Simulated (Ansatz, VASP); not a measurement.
# Two plane-wave programs on TiCo

```
Co Ti
1.0
     2.98611    0.00000    0.00000
     0.00000    2.98611    0.00000
     0.00000    0.00000    2.98611
Co Ti
1 1
Cartesian
  1.4931 1.4931 1.4931
  0.0000 0.0000 0.0000
```

The cell comes from a database or a generator and needn't be the stable form of this composition.

Alike in both runs: task single point; functional PBEsol; k mesh 9 × 9 × 9; occupations fermi-dirac, width 0.05 eV; collinear spin.

|  | VASP | Ansatz |
| --- | --- | --- |
| version | VASP 6.6.1 | Ansatz 0.2.0 |
| potentials or method | VASP PAW PBE potentials, release 64 (Co, Ti_sv) | Ansatz PAW |
| plane-wave cutoff (eV) | 520 | 420 |
| valence electrons in the cell | 21 | 29 |

```tsv
	VASP	Ansatz	Ansatz less VASP
gap on the k mesh at the Fermi level (eV)	none	none	-
pressure (GPa)	-8.7	-8.1	+0.60
net moment per atom (μB)	0.33	0.36	+0.022
size of the moment on the site where the two differ most (μB)	0.74	0.79	+0.056
```

Site moments also hang on the region over which each program counts them. A gap of «none» marks a metal or a gap that the smearing closes. The two sets of potentials don't hold the same shells in valence.

Caveats: the PAW data sets were made with another functional, which shifts forces and pressure a little (VASP); the PAW data sets come from PBE, with cores solved anew for the run's functional, which leaves a small shift of forces and pressure (Ansatz).
